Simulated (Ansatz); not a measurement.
**SnO2 (Imma), symmetry broken, then relaxed**

The calculation used Ansatz 0.2.0, DFT r2SCAN, scalar-relativistic, plane waves, PAW. The runs took a 500 eV cutoff, a Γ-centred 6×6×6 mesh and Gaussian smearing (0.05 eV). No spin polarisation. Energies are free energies at this smearing, counted from the undisturbed cell; pressure is positive in compression.

The undisturbed cell (relaxed at this level):

```xyz
12
Lattice="-3.2006 3.3655 3.3655 3.2006 -3.3655 3.3655 3.2006 3.3655 -3.3655" Properties=species:S:1:pos:R:3 pbc="T T T"
Sn    0.0000    5.0483    1.6826
Sn    3.2006   -1.6828    1.6830
Sn    1.6003    1.6828    1.6828
Sn   -1.6003    1.6828    1.6828
O     1.6005    1.6828   -0.3763
O     3.2006    2.9893    1.6831
O     4.8007    1.6828   -0.3763
O     3.2006    0.3763    1.6831
O     0.0000    2.9893    1.6825
O     0.0000    0.3763    1.6825
O    -1.6001    1.6828    3.7418
O     1.6001    1.6828    3.7418
```

The atoms are displaced (Å, in the unstrained cell):

| atom | ux | uy | uz |
| --- | --- | --- | --- |
| Sn1 | 0.002 | -0.008 | -0.006 |
| Sn2 | -0.010 | 0.013 | -0.007 |
| Sn3 | 0.001 | 0.002 | 0.018 |
| Sn4 | 0.015 | 0.000 | 0.012 |
| O5 | -0.043 | -0.008 | -0.015 |
| O6 | -0.013 | -0.003 | 0.006 |
| O7 | 0.022 | -0.020 | 0.026 |
| O8 | 0.021 | 0.036 | -0.015 |
| O9 | -0.036 | 0.021 | 0.003 |
| O10 | 0.023 | -0.005 | -0.016 |
| O11 | 0.018 | 0.002 | -0.030 |
| O12 | 0.000 | -0.030 | 0.023 |

Cell and atoms are then relaxed.

**Question.** Does the relaxation return to the undisturbed structure?

**Answer.** Yes (up to a choice of domain or origin): same space group and volume, and an energy 0.0 meV/atom from it. The disturbance itself cost 8.7 meV/atom. The final space group reads P4_2/mnm (tolerance 0.05 Å) and the volume changes by 0.01 %.

Final structure:

```
Sn O
1.0
    -3.20078    3.36560    3.36566
     3.20069   -3.36564    3.36561
     3.20074    3.36560   -3.36570
Sn O
4 8
Direct
  0.99999 0.25003 0.74996
  0.00000 0.75004 0.24997
  0.50001 0.50005 0.49996
  0.50000 0.00006 0.99997
  0.19446 0.19411 0.50037
  0.69430 0.75024 0.94416
  0.19439 0.69409 0.00032
  0.30552 0.74960 0.55589
  0.69435 0.25028 0.44405
  0.30565 0.24969 0.05590
  0.80564 0.30588 0.99967
  0.80567 0.80593 0.49979
```

The relaxation, step by step (energy from the first step; small jumps at an unchanged geometry come where the plane waves are selected anew for the new cell):

| step | ΔE (meV/atom) | largest force component (eV/Å) | pressure (GPa) |
| --- | --- | --- | --- |
| 1 | 0.0 | 0.858 | 0.28 |
| 2 | -7.4 | 0.398 | 0.07 |
| 3 | -8.7 | 0.006 | 0.03 |
| 4 | -8.7 | 0.006 | 0.03 |